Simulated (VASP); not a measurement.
Wanted: the native input for a VASP 6.6.1 run.

```
Task                   : band structure
Functional             : LDA
Potentials or basis    : VASP PAW LDA potentials, release 64 (Ga_d, N)
Cutoff                 : 520 eV
k mesh                 : 8 × 5 × 8
Occupations            : gaussian, width 0.02 eV
Spin                   : no spin polarisation
Further INCAR settings : ALGO = Fast; EDIFF = 1e-06; NBANDS = 26
```

The system is GaN.

```
CELL_PARAMETERS angstrom
3.19582 0.00000 0.00000
0.00000 4.51957 0.00000
0.00000 0.00000 3.13447
ATOMIC_POSITIONS crystal
Ga 0.00000 0.99861 0.00000
Ga 0.50000 0.49861 0.50000
N 0.00000 0.25139 0.50000
N 0.50000 0.75139 0.00000
```

The cell was built by a generator and isn't the measured one.

One way to write it, as run:

POSCAR

```
GaN                                     
1.0
    3.1958207093      0.0000000000      0.0000000000
    0.0000000000      4.5195729900      0.0000000000
    0.0000000000      0.0000000000      3.1344668112
  Ga              N             
     2     2
Direct
     0.0000000000000000    0.9986119203086704    0.0000000000000000
     0.5000000000000000    0.4986119203086704    0.5000000000000000
     0.0000000000000000    0.2513880796913296    0.5000000000000000
     0.5000000000000000    0.7513880796913296    0.0000000000000000
```

INCAR.step1

```
SYSTEM = GaN
PREC = Accurate ; ENCUT = 520
EDIFF = 1E-6 ; ISMEAR = 0
SIGMA = 0.02 ; LREAL = .FALSE.
LASPH = .TRUE. ; NELM = 80
ALGO = Fast ; ISIF = 2
LWAVE = .FALSE. ; LCHARG = .TRUE.
GGA = CA ; NBANDS = 26
```

KPOINTS.step1

```
Automatic mesh
0
G
  8 5 8
  0 0 0
```

INCAR.step2

```
SYSTEM = GaN
PREC = Accurate ; ENCUT = 520
EDIFF = 1E-6 ; ISMEAR = 0
SIGMA = 0.05 ; LREAL = .FALSE.
LASPH = .TRUE. ; NELM = 80
ALGO = Fast ; ISIF = 2
LWAVE = .FALSE. ; LCHARG = .FALSE.
GGA = CA ; NBANDS = 26
ICHARG = 11
```

KPOINTS.step2

```
path GXSYGZURTZ,YT,UX,SR
20
line-mode
reciprocal
 0.0000000000  0.0000000000  0.0000000000  G
 0.0000000000  0.0000000000  0.5000000000  X

 0.0000000000  0.0000000000  0.5000000000  X
 0.5000000000  0.0000000000  0.5000000000  S

 0.5000000000  0.0000000000  0.5000000000  S
 0.5000000000  0.0000000000  0.0000000000  Y

 0.5000000000  0.0000000000  0.0000000000  Y
 0.0000000000  0.0000000000  0.0000000000  G

 0.0000000000  0.0000000000  0.0000000000  G
 0.0000000000  0.5000000000  0.0000000000  Z

 0.0000000000  0.5000000000  0.0000000000  Z
 0.0000000000  0.5000000000  0.5000000000  U

 0.0000000000  0.5000000000  0.5000000000  U
 0.5000000000  0.5000000000  0.5000000000  R

 0.5000000000  0.5000000000  0.5000000000  R
 0.5000000000  0.5000000000  0.0000000000  T

 0.5000000000  0.5000000000  0.0000000000  T
 0.0000000000  0.5000000000  0.0000000000  Z

 0.5000000000  0.0000000000  0.0000000000  Y
 0.5000000000  0.5000000000  0.0000000000  T

 0.0000000000  0.5000000000  0.5000000000  U
 0.0000000000  0.0000000000  0.5000000000  X

 0.5000000000  0.0000000000  0.5000000000  S
 0.5000000000  0.5000000000  0.5000000000  R
```

Potentials or basis: VASP PAW LDA potentials, release 64 (Ga_d, N).

Launch:

```bash
$ cat potpaw_LDA.64/Ga_d/POTCAR potpaw_LDA.64/N/POTCAR > POTCAR
$ cp INCAR.step1 INCAR
$ cp KPOINTS.step1 KPOINTS
$ mpirun -np 1 vasp_std > vasp.out
$ cp INCAR.step2 INCAR
$ cp KPOINTS.step2 KPOINTS
$ mpirun -np 1 vasp_std > vasp.out
```

It gave:

```yaml
Band_gap_on_the_k_mesh: 1.73 eV
Band_gap_along_the_path: 1.73 eV
```

Caveat: the log is that of the step along the path at fixed density, whose energy, stress, charges and moments have no meaning.

Wall time 3.7 min on 1 thread of Intel(R) Xeon(R) Platinum 8488C (Sapphire Rapids), with other jobs on the host, peak memory 0.32 GiB.
